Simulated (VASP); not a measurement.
# MnO₂: relaxed cell and band gap, by functional

MnO₂, P6_3/mmc (no. 194), 6 atoms in the cell.

| Functional | Volume (Å³/atom) | Change from the starting volume (fraction) | Gap, path and mesh (eV) | Moment (μB/cell) | Time (s) |
|---|---|---|---|---|---|
| OPTX + LYP (libxc) | 13.97 | 0.161 | 1.37 | 6.00 | 1718 |
| Wu-Cohen (libxc) | 13.02 | 0.083 | 0.81 | 6.00 | 1130 |

Limits: Only a ferromagnetic start was run; another order may lie lower and have another gap; the cell opens along one direction, as layers do when no dispersion term holds them together.

## Input of the first row

INCAR.step1:
```
SYSTEM = MnO2
PREC = Accurate ; ENCUT = 600
EDIFF = 1E-7 ; ISMEAR = 0
SIGMA = 0.02 ; LREAL = .FALSE.
LASPH = .TRUE. ; GGA_COMPAT = .FALSE.
ALGO = Normal ; NELM = 150
ISIF = 3 ; LWAVE = .FALSE.
LCHARG = .FALSE. ; ISPIN = 2
MAGMOM = 4 4 0 0 0 0 ; LORBIT = 11
LMAXMIX = 4 ; GGA = LIBXC
LIBXC1 = GGA_X_OPTX ; LIBXC2 = GGA_C_LYP
IBRION = 2 ; EDIFFG = -0.005
NSW = 60 ; KPAR = 4
```

INCAR.step2, as INCAR.step1 but for:
```
- NSW = 60
+ NSW = 40
```

INCAR.step3, as INCAR.step2 but for:
```
- ISIF = 3
- IBRION = 2
- EDIFFG = -0.005
- NSW = 40
+ ISIF = 2
+ NBANDS = 38
```

KPOINTS:
```
k-points
0
Gamma
  8 8 2
```

KPOINTS_OPT:
```
path GMKGALHA,LM,KH
8
line-mode
reciprocal
 0.0000000000  0.0000000000  0.0000000000  G
 0.5000000000  0.0000000000  0.0000000000  M

 0.5000000000  0.0000000000  0.0000000000  M
 0.3333333333  0.3333333333  0.0000000000  K

 0.3333333333  0.3333333333  0.0000000000  K
 0.0000000000  0.0000000000  0.0000000000  G

 0.0000000000  0.0000000000  0.0000000000  G
 0.0000000000  0.0000000000  0.5000000000  A

 0.0000000000  0.0000000000  0.5000000000  A
 0.5000000000  0.0000000000  0.5000000000  L

 0.5000000000  0.0000000000  0.5000000000  L
 0.3333333333  0.3333333333  0.5000000000  H

 0.3333333333  0.3333333333  0.5000000000  H
 0.0000000000  0.0000000000  0.5000000000  A

 0.5000000000  0.0000000000  0.5000000000  L
 0.5000000000  0.0000000000  0.0000000000  M

 0.3333333333  0.3333333333  0.0000000000  K
 0.3333333333  0.3333333333  0.5000000000  H
```

POSCAR.step1:
```
MnO2
1.0
    2.8549554371      0.0000000000      0.0000000000
   -1.4274777185      2.4724639352      0.0000000000
    0.0000000000      0.0000000000     10.2217427273
Mn O
2 4
Direct
    0.0000000000      0.0000000000      0.5000000000
    0.0000000000      0.0000000000      0.0000000000
    0.6666666667      0.3333333333      0.4068564500
    0.6666666667      0.3333333333      0.0931435500
    0.3333333333      0.6666666667      0.5931435500
    0.3333333333      0.6666666667      0.9068564500
```

Commands (each step's output is kept before the next begins):
```
cat potpaw_PBE.64/Mn_pv/POTCAR potpaw_PBE.64/O/POTCAR > POTCAR
cp INCAR.step1 INCAR
cp POSCAR.step1 POSCAR
mpirun -np 4 vasp_std > vasp.out
cp CONTCAR POSCAR
rm WAVECAR CHG
cp INCAR.step2 INCAR
mpirun -np 4 vasp_std > vasp.out
cp CONTCAR POSCAR
rm WAVECAR CHG
cp INCAR.step3 INCAR
mpirun -np 4 vasp_std > vasp.out
```

Changes of the last row against the first:
```
(all steps)
- LIBXC1 = GGA_X_OPTX
- LIBXC2 = GGA_C_LYP
+ LIBXC1 = GGA_X_WC
+ LIBXC2 = GGA_C_PBE
```

VASP 6.6.1 took 1718 s on 4 cores (AMD EPYC 7R43 (Zen 3)), a shared host.
